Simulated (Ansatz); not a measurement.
This Ansatz 0.2.0 run on TiO2 needs a look.

File input.yaml:

```yaml
crystal:
  lattice:
    - [-2.97316, 3.287369, 3.287402]
    - [2.97316, -3.287369, 3.287402]
    - [2.97316, 3.287369, -3.287402]
  atoms:
    - { symbol: Ti, position: [0.0, 0.5, 0.0] }
    - { symbol: Ti, position: [0.0, 0.0, 0.5] }
    - { symbol: Ti, position: [0.495245, 0.245245, 0.25] }
    - { symbol: Ti, position: [0.504755, 0.754755, 0.75] }
    - { symbol: O, position: [0.695081, 0.69523, 0.500149] }
    - { symbol: O, position: [0.695081, 0.194932, 0.999851] }
    - { symbol: O, position: [0.804516, 0.749617, 0.054899] }
    - { symbol: O, position: [0.194718, 0.749617, 0.445101] }
    - { symbol: O, position: [0.805282, 0.250383, 0.554899] }
    - { symbol: O, position: [0.304919, 0.805068, 0.000149] }
    - { symbol: O, position: [0.195484, 0.250383, 0.945101] }
    - { symbol: O, position: [0.304919, 0.30477, 0.499851] }
hamiltonian:
  xc: pbe
  pseudopotentials: { kind: paw }
  hubbard: { sites: [{ species: Ti, l: d, u_eff: 40.0 }] }
kpoints:
  mp_grid: { grid: [6, 6, 6] }
scf:
  occupations: { method: fermi_dirac, width: 0.05 }
  max_iter: 80
output:
  forces: true
  stress: true
  eigenvalues: true
```

Potentials or basis: Ansatz PAW.

Launch:

```console
$ ansatz run input.yaml --threads 4 --pin off --max-ram 11264MiB --backend cpu --events-out ev --progress --plain --runs-dir out
```

Output:

```text
Warning: RAYON_NUM_THREADS=4 ignored (pool sized by the plan → 4); use --threads N
Ti: projections on atomic orbitals take those of the free atom [Ne] 3s2 3p6 3d2 4s2, of charge +0.00 (hamiltonian.pseudopotentials.projection_atoms); the dataset's partial waves leave at most 4.1e-7 of an orbital's norm unspanned inside its sphere
O: projections on atomic orbitals take those of the free atom [He] 2s2 2p4, of charge +0.00 (hamiltonian.pseudopotentials.projection_atoms); the dataset's partial waves leave at most 1.9e-8 of an orbital's norm unspanned inside its sphere
Engine: ansatz 0.2.0, aarch64-unknown-linux-gnu
Pseudopotentials: kind: paw
Pseudopotential: Ti, paw, valence charge 12, recommended cutoff 420 eV (normal), Ti.paw.azcp
Pseudopotential: O, paw, valence charge 6, recommended cutoff 420 eV (normal), O.paw.azcp
Functional definition: PBE
  parameter kappa = 0.804
  parameter beta = 0.06672455060314922
  exchange = pbe_x(kappa = kappa, mu = beta*pi^2/3)
  correlation = pbe_c(beta = beta)
Crystal: 12 atoms, lattice volume = 128.523 Å³
Basis set: ecut = 420 eV, 2497 PW (Γ), exchange–correlation on 80×80×80 points (8 copies of the dense FFT grid, shifted against one another)
Bands: 60, of which v1, the nominal top of the filled ones, is band 48 counted from 1 (47 counted from 0)
Symmetry: 8 space group operations
Space group: Imma (ITA 74), of the structure as read, at distance tolerance 5.0e-5 Å
[... 37 lines left out ...]
  E_paw        = -5414.351765  (= ΣΔE_a)
  E_vpaw       = -902.783658  (= ΣTr[D̂ρ^β])
  E_aug_tail   = 0.021624  (compensation charges beyond the density's cutoff)
  E_ewald      = -7117.352114
  E_smearing   = -0.000000  (= −TS)
  E_closure    = -0.000000  (closes the sum)
  Σ components = -14469.911950   (vs F -14469.911950, Δ=0.00e0)
--- Forces (eV/Å), atoms counted from 1 ---
  atom   1  Ti    -0.00000000     0.00000000     0.00000000
  atom   2  Ti    -0.00000000     0.00000000    -0.00000000
  atom   3  Ti    -0.00000000     0.00000000     0.96375387
  atom   4  Ti     0.00000000     0.00000000    -0.96375387
  atom   5  O     -0.49478419     0.00000000     0.96761579
  atom   6  O      0.49478419     0.00000000     0.96761579
  atom   7  O      0.00000000    -0.94457966     0.05242065
  atom   8  O     -0.00000000     0.94457966     0.05242065
  atom   9  O      0.00000000    -0.94457966    -0.05242065
  atom  10  O     -0.49478419     0.00000000    -0.96761579
  atom  11  O     -0.00000000     0.94457966    -0.05242065
  atom  12  O      0.49478419     0.00000000    -0.96761579
  max |Σ_I F_I| component: 1.13e-16 eV/Å
--- Stress (GPa, compression-positive) ---
       98.274471       0.000000       0.000000
        0.000000      54.274922      -0.000000
        0.000000      -0.000000      54.381415
  P = ⅓ Tr σ = 68.9769 GPa (689.769 kbar)
[... 5 lines left out ...]
Occupation matrices written to <dir>
```

Task: What happened, and what is wrong with the input?

Result: The calculation finished and met its thresholds. The input holds a flaw that was put in on purpose: an enormous or negative U (hamiltonian.hubbard = {"sites": [{"species": "Ti", "l": "d", "u_eff": 40.0}]}). The program doesn't stop on it, so the numbers can't be trusted though the run ends normally.
